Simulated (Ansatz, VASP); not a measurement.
Al2O3: VASP beside Ansatz

```
Al O
1.0
    -1.39933    1.86793    4.40173
     1.39933   -1.86793    4.40173
     1.39933    1.86793   -4.40173
Al O
2 3
Direct
  0.65541 0.65541 0.00000
  0.34459 0.34459 0.00000
  0.50000 0.00000 0.50000
  0.19648 0.69648 0.50000
  0.80352 0.30352 0.50000
```

Alike in both runs: task relaxation of cell and atoms; functional PBE; k mesh 10 × 10 × 10; occupations gaussian, width 0.02 eV; no spin polarisation.

```csv
,VASP,Ansatz
version,VASP 6.6.1,Ansatz 0.2.0
potentials or method,"VASP PAW PBE potentials, release 64 (Al, O)","scalar-relativistic, plane waves, PAW"
plane-wave cutoff (eV),600,420
valence electrons in the cell,24,24
```

Ansatz gave:

* gap on the k mesh at the Fermi level, each at its own relaxed structure (eV): 5.20
* relaxed volume (Å³/atom): 9.21
* relaxed cell length with the largest relative difference (Å): 4.983

**Question.** Which values does VASP return?

**Answer.** gap on the k mesh at the Fermi level, each at its own relaxed structure (eV): 5.20; relaxed volume (Å³/atom): 9.19; relaxed cell length with the largest relative difference (Å): 4.980.

A k mesh can miss the band edges. PBE gaps usually lie below the measured ones, often by a third to a half.
